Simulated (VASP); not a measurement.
Runs of VASP 6.6.1 on BaF2. It takes space group Fm-3m (No. 225, cubic). Conventional cell: a = 6.176 Å, b = 6.176 Å, c = 6.176 Å, α = 90.00°, β = 90.00°, γ = 90.00°. Ba (site symmetry m-3m) has 8 F at 2.67 Å as nearest neighbours. F (site symmetry -43m) has 4 Ba at 2.67 Å as nearest neighbours. The cell comes from a database or a generator and needn't be the stable form of this composition.

```csv
level,potentials or basis,k mesh,cutoff (eV),smearing,gap on the mesh (eV),pressure (GPa)
PBEsol,"VASP PAW PBE potentials, release 64 (Ba_sv, F)",6 × 6 × 6,700,gaussian 0.02 eV,6.69,(b)
PBEsol,"VASP PAW PBE potentials, release 64 (Ba_sv, F)",6 × 6 × 6,520,gaussian 0.5 eV,6.69,0.1
PBEsol,"VASP PAW PBE potentials, release 64 (Ba_sv, F)",10 × 10 × 10,520,gaussian 0.02 eV,6.67,0.1
PBEsol,"VASP PAW PBE potentials, release 64 (Ba_sv, F_h)",6 × 6 × 6,900,gaussian 0.02 eV,6.69,(a)
r2SCAN,"VASP PAW PBE potentials, release 64 (Ba_sv, F)",6 × 6 × 6,520,gaussian 0.02 eV,7.39,1.6
```

Alike in all rows: task single point; no spin polarisation; cell as given.

Q: Estimate the missing entries.

A: (a) -0.3; (b) 0.0.

Caveats: the PAW data sets were made with another functional, which shifts forces and pressure a little; spin-orbit coupling is left out, which moves the levels of the heavy elements; the cutoff is under 1.25 times the usual one of these potentials, so pressure, stress and relaxed cells hold a basis-set (Pulay) error (some runs).

A k mesh can miss the band edges, and the runs leave out spin-orbit coupling on Ba.
